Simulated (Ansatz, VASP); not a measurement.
**ZnS in VASP and in Ansatz**

```xyz
2
Lattice="0.0000 2.5671 2.5671 2.5671 0.0000 2.5671 2.5671 2.5671 0.0000" Properties=species:S:1:pos:R:3 pbc="T T T"
Zn    0.0000    0.0000    0.0000
S     1.2835    1.2835    1.2835
```

Alike in both runs: functional PBE; k mesh 13 × 13 × 13; occupations fermi-dirac, width 0.1 eV; no spin polarisation.

Ansatz relaxed the structure, and its values are those at the end. VASP's run is a single point on that final structure, the one shown.

|  | VASP | Ansatz |
| --- | --- | --- |
| version | VASP 6.6.1 | Ansatz 0.2.0 |
| potentials or method | VASP PAW PBE potentials, release 64 (Zn, S) | PAW with Ansatz's default frozen-core files, scalar-relativistic |
| plane-wave cutoff (eV) | 520 | 420 |
| valence electrons in the cell | 18 | 18 |

```tsv
	VASP	Ansatz	Ansatz less VASP
pressure (GPa)	18.3	18.0	-0.30
```

Caveats: so large a pressure means that the cell lies far from this level's equilibrium, or that cutoff or potentials fall short (VASP); an odd mesh through Γ misses points on the zone boundary, where band edges often lie. PBE gaps usually lie below the measured ones, often by a third to a half.
